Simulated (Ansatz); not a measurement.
HfO2, DFT, PBE, all-electron LAPW, scalar-relativistic (Ansatz 0.2.0), run on 1 thread of Intel(R) Xeon(R) Platinum 8488C (Sapphire Rapids) on a shared host.

The cell is COD entry 9009016, as deposited and not checked against the literature; nothing was relaxed. The listed cell was then made from it by scaling, straining or moving an atom.

Command: `ansatz run input.yaml --threads 1 --pin off --max-ram 4096MiB --backend cpu --events-out ev --progress --plain --runs-dir out`

```yaml
crystal:
  lattice:
    - [0.0, 2.522934952, 2.522934952]
    - [2.522934952, 0.0, 2.522934952]
    - [2.522934952, 2.522934952, 0.0]
  atoms:
    - { symbol: Hf, position: [0.0, 0.0, 0.0] }
    - { symbol: O, position: [0.25, 0.25, 0.25] }
    - { symbol: O, position: [0.75, 0.75, 0.75] }
kpoints:
  mp_grid: { grid: [9, 9, 9] }
  band_path:
    path:
      - [0.0, 0.0, 0.0]
      - [0.5, 0.0, 0.5]
      - [0.625, 0.25, 0.625]
      - [0.375, 0.375, 0.75]
      - [0.0, 0.0, 0.0]
      - [0.5, 0.5, 0.5]
      - [0.5, 0.25, 0.75]
      - [0.5, 0.0, 0.5]
    npoints: 5
scf:
  occupations: { method: fermi_dirac, width: 0.01 }
hamiltonian:
  xc: pbe
  pseudopotentials: { kind: all_electron, lapw: { basis_error: 0.001 } }
output:
  forces: true
  stress: true
  eigenvalues: true
```

(1) How large is the problem that the program sets up?

(2) Estimate the wall time and the peak memory.

## Answers

(1) 35 irreducible k-points, 537 plane waves at Γ, 36 bands.

(2) 17 s of wall time for 10 SCF iterations, with a peak of 0.44 GiB. Times on shared machines scatter by tens of per cent.
